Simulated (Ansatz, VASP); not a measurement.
## Co8H in two plane-wave programs

Wanted: the spread between two codes on one cell, functional and k mesh. Of the first pair: The structure shown is the start of the Ansatz relaxation below; VASP solves that cell, so the two are compared at the walk's first step.

Main program and level: Ansatz 0.2.0; plane waves, with VASP 6.6.1 beside it; single point at PBE.

**1. Set-up**

The cell holds 9 atoms: 8 Co and 1 H. Cell: a = 4.985 Å, b = 2.493 Å, c = 21.601 Å, α = 90.0°, β = 90.0°, γ = 60.0°. It derives from Co. Vacuum lies along c.

**2. Ansatz: relaxation, PBE**

Ansatz runs on its PAW soft_1 files.

The two programs are compared at the cell with which this relaxation starts, whose forces are those of its first step.

input.yaml

```yaml
crystal:
  lattice:
    - [4.9850478066, 0.0, 0.0]
    - [1.2462619517, 2.1585855208, 0.0]
    - [0.0, 0.0, 21.6011293949]
  atoms:
    - { symbol: Co, position: [0.833333, 0.666667, 0.346166], spin: 1.6 }
    - { symbol: Co, position: [0.333333, 0.666667, 0.346166], spin: 1.6 }
    - { symbol: Co, position: [0.0, 0.0, 0.439631], spin: 1.6 }
    - { symbol: Co, position: [0.5, 0.0, 0.439631], spin: 1.6 }
    - { symbol: Co, position: [0.833333, 0.666667, 0.533095], spin: 1.6 }
    - { symbol: Co, position: [0.333333, 0.666667, 0.533095], spin: 1.6 }
    - { symbol: Co, position: [0.0, 0.0, 0.62656], spin: 1.6 }
    - { symbol: Co, position: [0.5, 0.0, 0.62656], spin: 1.6 }
    - { symbol: H, position: [0.333333, 0.666667, 0.653834] }
  periodic: [true, true, false]
kpoints:
  mp_grid: { grid: [6, 12, 1] }
hamiltonian:
  xc: pbe
  pseudopotentials: { kind: paw, azcp: { folder: soft_1 } }
scf:
  occupations: { method: gaussian, width: 0.1 }
output:
  forces: true
  eigenvalues: true
  populations: true
magnetization:
  spin_polarized: true
relax:
  adjacent_minimum: "off"
  f_tol: 0.003
  max_steps: 120
  constraints: [{ sites: [0, 1, 2, 3] }]
```

Run with:

```bash
$ ansatz run input.yaml --threads 8 --pin off --max-ram 20480MiB --backend cpu --events-out ev --progress --plain --runs-dir out
```

Numbers of over 12 decimals in the logs are rounded to 6 here.

Output:

```text
Warning: crystal.periodic: the lattice vector that does not repeat stood 0.000° off the slab's normal, 21.601 Å along it as the deck builds it. The run solves the slab on a vector along the normal, 37.092 Å long, with every atom where it was (on the deck's vector they left 14.96 Å outside them, and the widest stretch free of ions among them is 2.02 Å). A fractional position that the run reports is one of the run's ce [...]
Warning: crystal.lattice, of which some number shows no typed digit to judge by, misses the space group found at crystal.symmetry.tolerance 1.0e-5 by more than rounding, which is why this is a warning: the operation that it misses by the most changes a squared length by the fraction 2.81e-6, and from 1e-6 on that is taken for a strain and not for rounding. The run uses the lattice that is a stretch of the typed one,  [...]
The last accepted step is kept in <dir> (removed where the run ends without a failure and the disk answers)
[...]
SCF iter   7: F=—  HF=-41022.752813 eV  |F-HF|=—  |Δ(HF+E_count)|=   2.03e-8  Δρ=4.56e-7 (↑4.56e-7 ↓4.22e-7)  dr2=1.19e-9  dr2_m=2.87e-10  M=13.640 μB ∫|m|=14.821 μB  β_m=0.64  ethr=1.44e-12  ⟨swp⟩=4.0  Hψ=11133  notcnv=0  defer=191
iter 8 did not close the SCF: its close was put off until two iterations running show no level that it waits for move by more than its bar (scf_convergence_deferred on its scf_iter line)
SCF iter   8: F=-41022.752813 eV  HF=-41022.752813 eV  |F-HF|=1.10e-9  |Δ(HF+E_count)|=   1.55e-9  Δρ=9.03e-7 (↑1.68e-7 ↓9.03e-7)  dr2=2.92e-9  dr2_m=9.15e-10  M=13.640 μB ∫|m|=14.821 μB  β_m=0.82  ethr=1.00e-12  ⟨swp⟩=10.5  Hψ=22361  notcnv=0
iter 9 did not close the SCF: its close was put off until two iterations running show no level that it waits for move by more than its bar (scf_convergence_deferred on its scf_iter line)
SCF iter   9: F=-41022.752813 eV  HF=-41022.752813 eV  |F-HF|=1.58e-9  |Δ(HF+E_count)|=   2.51e-9  Δρ=5.18e-7 (↑1.58e-7 ↓5.18e-7)  dr2=1.88e-9  dr2_m=1.83e-10  M=13.640 μB ∫|m|=14.821 μB  β_m=0.73  ethr=1.00e-12  ⟨swp⟩=5.0  Hψ=16416  notcnv=0
SCF iter  10: F=-41022.752813 eV  HF=-41022.752813 eV  |F-HF|=7.28e-12  |Δ(HF+E_count)|=  6.62e-10  Δρ=2.00e-7 (↑8.14e-8 ↓2.00e-7)  dr2=3.32e-10  dr2_m=2.15e-11  M=13.640 μB ∫|m|=14.821 μB  ethr=1.00e-12  ⟨swp⟩=4.6  Hψ=15613  notcnv=0
SCF 8 converged in 10 iterations: F = -41022.752813 eV  dr2 = 3.32e-10
relax step   8: F+E_penalty+E_count = -41022.75281318 eV  Δ(F+E_penalty+E_count) = -4.414e-6 eV  max|allowed force component| = 4.389e-4 eV/Å  Δτ_max = 0.0033 Å  (10 SCF iters, accepted)
SCF converged after 10 iterations
Magnetization: 13.6399 μB (75.3200 up, 61.6800 down)
Absolute magnetization: 14.8336 μB (∫|ρ↑−ρ↓|, with the PAW one-centre terms)
Spin contamination: 0.2467 ħ² per cell (⟨S²⟩ above its minimum at these occupations)
Per-site moments (μB) at R_I (Å): [(1.839650, 1.022721), (1.847744, 1.022721), (1.779317, 1.022721), (1.781802, 1.022721), (1.760426, 0.999261), (1.795281, 1.006950), (1.637939, 0.733794), (1.394025, 0.704452), (-0.011392, 0.704452)]
Free energy (F): -41022.752813 eV
Harris-Foulkes:  -41022.752813 eV  (|F-HF|=7.28e-12)
Internal energy: -41022.705006 eV  (E = F + TS)
E sigma→0 (E₀):  -41022.728910 eV
Entropy (-TS):   -0.047807 eV (-5.312 meV/atom)
Fermi energy:    -4.952641 eV
--- Per-component energies (eV) ---
  E_band       = -5181.901611
  E_kinetic    = 2341.098804
  E_local      = -1066276.580238  (includes V_loc(G=0)·N_el)
  E_nonlocal   = 3478.749676
  E_hartree    = 530333.261763
  E_xc         = -742.092297
  E_vxc        = -954.770437  (∫ρ·V_xc dr)
  E_paw        = -12574.645977  (= ΣΔE_a)
  E_vpaw       = -4436.917411  (= ΣTr[D̂ρ^β])
  E_aug_tail   = -0.000961  (compensation charges beyond the density's cutoff)
  E_ewald      = 502417.504223
  E_smearing   = -0.047807  (= −TS)
  E_closure    = 0.000000  (closes the sum)
  Σ components = -41022.752813   (vs F -41022.752813, Δ=0.00e0)
--- Forces (eV/Å), atoms counted from 1 ---
  atom   1  Co     0.00377406    -0.00217896     0.39575435
  atom   2  Co     0.00085752    -0.00049509     0.38796948
  atom   3  Co     0.00978236    -0.00564785    -0.35765528
  atom   4  Co    -0.01442165     0.00832635    -0.42627103
  atom   5  Co     0.00026381    -0.00015231     0.00017795
  atom   6  Co    -0.00022833     0.00013183     0.00023304
  atom   7  Co     0.00023291    -0.00013447    -0.00043890
  atom   8  Co    -0.00022240     0.00012840     0.00029796
  atom   9  H     -0.00004016     0.00002318    -0.00006869
  max |Σ_I F_I| component: 1.88e-6 eV/Å
--- Band table (eV; the first three rows and the last of 50) ---
  k-point 0 ↑: bands = ["-101.1813", "-101.1415", "-101.1150", "-101.0797", "-101.0691", "-101.0358", "-101.0033", "-100.9169", "-64.5531", "-64.5466", "-64.5152", "-64.4677", "-64.4438", "-64.4097", "-64.3741", "-64.3467", "-64.3346", "-64.3275", "-64.3012", "-64.2897", "-64.2854", "-64.2844", "-64.2831", "-64.2312", "-64.2268", "-64.1918", "-64.1757", "-64.1753", "-64.1316", "-64.1226", "-64.1205", "-64.0743", "-13 [...]
  k-point 1 ↑: bands = ["-101.1788", "-101.1415", "-101.1127", "-101.0797", "-101.0678", "-101.0336", "-101.0033", "-100.9159", "-64.5478", "-64.5380", "-64.5095", "-64.4622", "-64.4418", "-64.4070", "-64.3725", "-64.3554", "-64.3341", "-64.3303", "-64.3030", "-64.2980", "-64.2919", "-64.2876", "-64.2855", "-64.2423", "-64.2335", "-64.2005", "-64.1841", "-64.1747", "-64.1441", "-64.1363", "-64.1257", "-64.0780", "-13 [...]
  k-point 2 ↑: bands = ["-101.1719", "-101.1412", "-101.1062", "-101.0797", "-101.0644", "-101.0277", "-101.0033", "-100.9133", "-64.5333", "-64.5169", "-64.4973", "-64.4507", "-64.4375", "-64.4043", "-64.3768", "-64.3671", "-64.3528", "-64.3388", "-64.3157", "-64.3061", "-64.3018", "-64.2933", "-64.2880", "-64.2746", "-64.2442", "-64.2237", "-64.2043", "-64.1826", "-64.1773", "-64.1695", "-64.1358", "-64.0849", "-12 [...]
  k-point 24 ↓: bands = ["-99.0413", "-98.9845", "-98.9555", "-98.9096", "-98.9061", "-98.9047", "-98.7874", "-98.7782", "-62.5401", "-62.4286", "-62.4230", "-62.3936", "-62.3571", "-62.3491", "-62.3370", "-62.2997", "-62.2910", "-62.2820", "-62.2777", "-62.2763", "-62.2487", "-62.2409", "-62.2365", "-62.2268", "-62.2233", "-62.1677", "-62.1633", "-62.1580", "-62.1038", "-62.0963", "-62.0856", "-62.0770", "-10.1818", [...]
  ° read free of the cell's end (the report's vacuum.weakly_bound_levels)
--- Relaxed structure (8 steps of the walk, 7 accepted, 0 SCFs on fresh bases) ---
  F+E_penalty+E_count = -41022.75281318 eV   max|allowed force component| = 4.389e-4 eV/Å
  cell:  # Å, volume = 399.1336 Å³
    - [4.985045, -1.749514725373084e-6, 0.0]
    - [1.246260, 2.158586, 0.0]
    - [0.0, 0.0, 37.091953]
  atoms:
    - { symbol: Co, position: [0.833333, 0.666667, 0.201596] }
    - { symbol: Co, position: [0.333333, 0.666667, 0.201596] }
    - { symbol: Co, position: [0.0, 0.0, 0.256027] }
    - { symbol: Co, position: [0.5, 0.0, 0.256027] }
    - { symbol: Co, position: [0.834421, 0.665579, 0.311590] }
    - { symbol: Co, position: [0.335026, 0.664974, 0.311576] }
    - { symbol: Co, position: [-0.00325174, 0.00325174, 0.364311] }
    - { symbol: Co, position: [0.501743, -0.00174303, 0.365167] }
    - { symbol: H, position: [0.341702, 0.658298, 0.390542] }
--- Löwdin populations: 9 sites ---
  site symbol       q [e]    m [muB]
     0     Co     16.7864     1.8466
     1     Co     16.7841     1.8535
     2     Co     16.7778     1.7815
     3     Co     16.7746     1.7799
     4     Co     16.7577     1.7622
     5     Co     16.7618     1.7981
     6     Co     16.6903     1.7731
     7     Co     16.6700     1.5372
     8      H      1.2668    -0.0167
  spilling = 0.012632 (of n_electrons = 137.000000)
```

The column dr2 measures how far the density is from self-consistency, as an energy; F and HF (Harris–Foulkes) agree once it is small.

(Continued in part 2 of 3.)

[Lines on the potential files, build, host, timing and source positions are cut from VASP's logs without a mark.]

[Logs are printed without paths, hosts, clocks, repeated set-up lines and the standing remarks that a program may print on its own settings, such as how far it seeks lower states.]

[Hosts, paths, dates, database ids (printed as entryN), source tags and the programs' standing remarks are cut or masked in the printed files.]
